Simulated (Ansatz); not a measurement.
Runs of Ansatz 0.2.0 on Pd. It takes space group Fm-3m (No. 225, cubic). Conventional cell: a = 3.893 Å, b = 3.893 Å, c = 3.893 Å, α = 90.00°, β = 90.00°, γ = 90.00°. Around Pd (site symmetry m-3m) lie 12 Pd at 2.75 Å. 

```csv
task,level,spin,cell,k mesh,smearing,points for each segment of the path,gap on the mesh (eV),pressure (GPa),relaxed volume (Å³/atom)
single point,PBE,off,as given,12 × 12 × 12,gaussian 0.011 eV,-,none,6.9,-
single point,PBE,off,as given,12 × 12 × 12,gaussian 0.1 eV,-,none,6.9,-
band structure,LDA,"non-collinear, ferromagnetic start",as given,9 × 9 × 9,gaussian 0.01 eV,14,none,-9.0,-
single point,LDA,off,as given,12 × 12 × 12,gaussian 0.1 eV,-,none,-8.7,-
band structure,LDA,"SOC, no magnetisation",as given,9 × 9 × 9,fermi-dirac 0.05 eV,14,none,-8.6,-
relaxation of cell and atoms,PBEsol,off,relaxed,12 × 12 × 12,fermi-dirac 0.05 eV,-,none,0.0,14.53
single point,RPBE,off,as given,12 × 12 × 12,gaussian 0.1 eV,-,none,(a),-
band structure,PBE,off,as given,12 × 12 × 12,fermi-dirac 0.05 eV,14,none,6.9,-
relaxation of cell and atoms,PBE,off,relaxed,12 × 12 × 12,fermi-dirac 0.05 eV,-,none,0.0,15.32
band structure,PBEsol,off,as given,12 × 12 × 12,fermi-dirac 0.05 eV,14,none,(b),-
relaxation of cell and atoms,LDA,off,relaxed,12 × 12 × 12,fermi-dirac 0.05 eV,-,none,0.0,14.13
band structure,LDA,off,as given,12 × 12 × 12,fermi-dirac 0.05 eV,14,none,-8.7,-
```

Alike in all rows: potentials or basis Ansatz PAW; cutoff (eV) 420.

Fill in the values left out.

(a) 11.6; (b) -2.9.

Caveats: the PAW data sets come from PBE, with cores solved anew for the run's functional, which leaves a small shift of forces and pressure (some runs); the plane-wave basis is chosen anew once the cell has moved, so the energies of steps on either side of that aren't comparable (some runs); the starting moments weren't kept (some runs).

A k mesh can miss the band edges, and rows without SOC leave out spin-orbit coupling on Pd.

A gap of «none» marks a metal or a gap under the smearing width.
